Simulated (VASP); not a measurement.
A run of VASP 6.6.1 is set up as follows.

File INCAR:

```
PREC     = Accurate       # precision mode
ENCUT    = 600            # plane-wave cutoff, eV
EDIFF    = 1E-7           # SCF threshold, eV
ISMEAR   = 0              # smearing method
SIGMA    = 0.03           # smearing width, eV
LREAL    = False          # projectors in reciprocal space
LASPH    = True           # aspherical terms in the spheres
NELM     = 80             # most SCF steps
ALGO     = Normal         # electronic algorithm
ISIF     = 3              # what is computed and relaxed
LWAVE    = False          # write WAVECAR
LCHARG   = False          # write CHGCAR
GGA      = PS             # functional
IBRION   = 2              # ionic algorithm
NSW      = 90             # ionic steps
EDIFFG   = -0.005         # ionic threshold
KPAR     = 2
```

Contents of KPOINTS:

```
Automatic mesh
0
Gamma
  10 10 10
```

The input POSCAR:

```
PbSe                                    
1.0
    0.0000000000      3.0522591323      3.0522591323
    3.0522591323      0.0000000000      3.0522591323
    3.0522591323      3.0522591323      0.0000000000
  Pb              Se            
     1     1
Direct
     0.0000000000000000    0.0000000000000000    0.0000000000000000
     0.5000000000000000    0.5000000000000000    0.5000000000000000
```

Potentials or basis: VASP PAW PBE potentials, release 64 (Pb_d, Se).

Command:

```console
$ cat potpaw_PBE.64/Pb_d/POTCAR potpaw_PBE.64/Se/POTCAR > POTCAR
$ mpirun -np 2 vasp_std > vasp.out
```

Q: Estimate the band gap on the k mesh.

A: 0.17 eV, direct.

Final structure:
```yaml
crystal:
  lattice:
    - [0.00000, 3.05226, 3.05226]
    - [3.05226, 0.00000, 3.05226]
    - [3.05226, 3.05226, 0.00000]
  atoms:
    - { symbol: Pb, position: [0.00000, 0.00000, 0.00000] }
    - { symbol: Se, position: [0.50000, 0.50000, 0.50000] }
```

Caveat: the relaxation stopped at its first step, so nothing moved; spin-orbit coupling is left out, which as a rule narrows the gap of such compounds by several tenths of an eV. A k mesh can miss the band edges.
